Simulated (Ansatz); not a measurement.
What strain does to C (diamond)

C built on the diamond prototype, relaxed with r2SCAN in Ansatz 0.2.0. Space group Fd-3m (No. 227), cubic; a = 3.560 Å in the conventional setting, 5.64 Å³ an atom. C has 4 C at 1.54 Å.

The axes x, y and z are those of this cell:
```
C
1.0
     0.00000    1.78012    1.78012
     1.78012    0.00000    1.78012
     1.78012    1.78012    0.00000
C
2
Direct
  0.00000 0.00000 0.00000
  0.25000 0.25000 0.25000
```

Unstrained: With PBE the valence top lies at Γ and the conduction bottom at Γ–X (0.73 of the way from Γ), 4.148 eV higher; the smallest vertical gap, at Γ, is 5.609 eV. r2SCAN gives an indirect gap of 4.361 eV, from Γ to Γ–X (0.73 of the way from Γ); the least direct gap is 5.896 eV at Γ. With HSE06 the valence top lies at Γ and the conduction bottom at Γ–X (0.73 of the way from Γ), 5.300 eV higher; the smallest vertical gap, at Γ, is 6.994 eV. Meshes: PBE 12×12×12, r2SCAN 12×12×12, HSE06 8×8×8. Strains are changes of length per length. After each strain the atoms were relaxed again with r2SCAN within the symmetry that the strain leaves, so tilts or polar shifts that break it weren't tested; points keep the names that they have in the unstrained zone. No spin polarisation and no zero-point or thermal motion.

Changes of the least gap in eV (an overlap counts as a negative gap):
```csv
strain,volume change (%),space group,PBE,r2SCAN,HSE06,G0W0@PBE (mesh),"energy rise, r2SCAN (meV/atom)"
"epitaxial -4.0 % in the xy plane, free normal strain +0.90 %",-7.0,I4_1/amd,-0.508,-0.531,–,-0.48,73.7
"epitaxial -3.0 % in the xy plane, free normal strain +0.67 %",-5.3,I4_1/amd,-0.374,-0.392,–,-0.35,40.6
"epitaxial -2.0 % in the xy plane, free normal strain +0.45 %",-3.5,I4_1/amd,-0.246,-0.257,–,-0.23,17.7
"epitaxial -1.0 % in the xy plane, free normal strain +0.22 %",-1.8,I4_1/amd,-0.123,-0.126,–,-0.11,4.3
"epitaxial +1.0 % in the xy plane, free normal strain -0.21 %",+1.8,I4_1/amd,-0.346,-0.364,-0.366,-0.35,4.1
"epitaxial +2.0 % in the xy plane, free normal strain -0.42 %",+3.6,I4_1/amd,-0.677,-0.714,-0.715,-0.70,16.3
"epitaxial +3.0 % in the xy plane, free normal strain -0.63 %",+5.4,I4_1/amd,-0.994,-1.049,-1.051,-1.03,36.0
"epitaxial +4.0 % in the xy plane, free normal strain -0.84 %",+7.3,I4_1/amd,-1.300,-1.370,-1.374,-1.35,62.7
```
Unstrained, G0W0@PBE with 47 empty bands, a screening cutoff of 150 eV and a 6×6×6 mesh gives 5.47 eV on its mesh; the band count follows the volume. No extrapolation in bands, cutoff or mesh was made for G0W0.

Epitaxial -4.0 % in the xy plane, free normal strain +0.90 %. r2SCAN: the gap goes from 4.361 to 3.830 eV (-0.531 eV); the edges go from Γ → Γ–X (0.73) to Γ → Γ–X (0.74); with r2SCAN the top three valence levels at Γ, degenerate before, become 2+1 from the top over 879 meV. Stress change with r2SCAN, compression positive: xx +56.20, yy +56.20, zz 0.00 GPa.

Epitaxial -3.0 % in the xy plane, free normal strain +0.67 %. r2SCAN: the gap goes from 4.361 to 3.969 eV (-0.392 eV); the edges go from Γ → Γ–X (0.73) to Γ → Γ–X (0.74); with r2SCAN the top three valence levels at Γ, degenerate before, become 2+1 from the top over 638 meV. Stress change with r2SCAN, compression positive: xx +40.56, yy +40.56, zz -0.04 GPa.

Epitaxial -2.0 % in the xy plane, free normal strain +0.45 %. r2SCAN: the gap goes from 4.361 to 4.104 eV (-0.257 eV); with r2SCAN the top three valence levels at Γ, degenerate before, become 2+1 from the top over 413 meV. Stress change with r2SCAN, compression positive: xx +26.02, yy +26.02, zz -0.06 GPa.

Epitaxial -1.0 % in the xy plane, free normal strain +0.22 %. r2SCAN: the gap goes from 4.361 to 4.235 eV (-0.126 eV); with r2SCAN the top three valence levels at Γ, degenerate before, become 2+1 from the top over 200 meV. Stress change with r2SCAN, compression positive: xx +12.52, yy +12.52, zz -0.05 GPa.

Epitaxial +1.0 % in the xy plane, free normal strain -0.21 %. HSE06: the gap goes from 5.300 to 4.934 eV (-0.366 eV); with r2SCAN the top three valence levels at Γ, degenerate before, become 1+2 from the top over 187 meV. Stress change with r2SCAN, compression positive: xx -11.62, yy -11.62, zz -0.05 GPa.

Epitaxial +2.0 % in the xy plane, free normal strain -0.42 %. HSE06: the gap goes from 5.300 to 4.585 eV (-0.715 eV); the edges go from Γ → Γ–X (0.73) to (-0.002, -0.002, 0) → Γ–X (0.73); with r2SCAN the top three valence levels at Γ, degenerate before, become 1+2 from the top over 362 meV. Stress change with r2SCAN, compression positive: xx -22.36, yy -22.36, zz -0.05 GPa.

Epitaxial +3.0 % in the xy plane, free normal strain -0.63 %. HSE06: the gap goes from 5.300 to 4.249 eV (-1.051 eV); with r2SCAN the top three valence levels at Γ, degenerate before, become 1+2 from the top over 528 meV. Stress change with r2SCAN, compression positive: xx -32.29, yy -32.29, zz -0.03 GPa.

Epitaxial +4.0 % in the xy plane, free normal strain -0.84 %. HSE06: the gap goes from 5.300 to 3.926 eV (-1.374 eV); the edges go from Γ → Γ–X (0.73) to Γ → Γ–X (0.74); with r2SCAN the top three valence levels at Γ, degenerate before, become 1+2 from the top over 684 meV. Stress change with r2SCAN, compression positive: xx -41.45, yy -41.45, zz +0.01 GPa.

Where an edge lies off the special points, it is a point of the mesh or the k point where a search put PBE's edge or least direct gap, reused for the other functionals, whose own edges may lie a little apart.

Coordinates of k points refer to the reciprocal vectors of the primitive cell of the runs.

The meshes of the hybrids are coarse, so their gaps aren't converged to the digits shown.

The splittings at Γ are without spin-orbit coupling, which regroups them where it is of like size or larger.
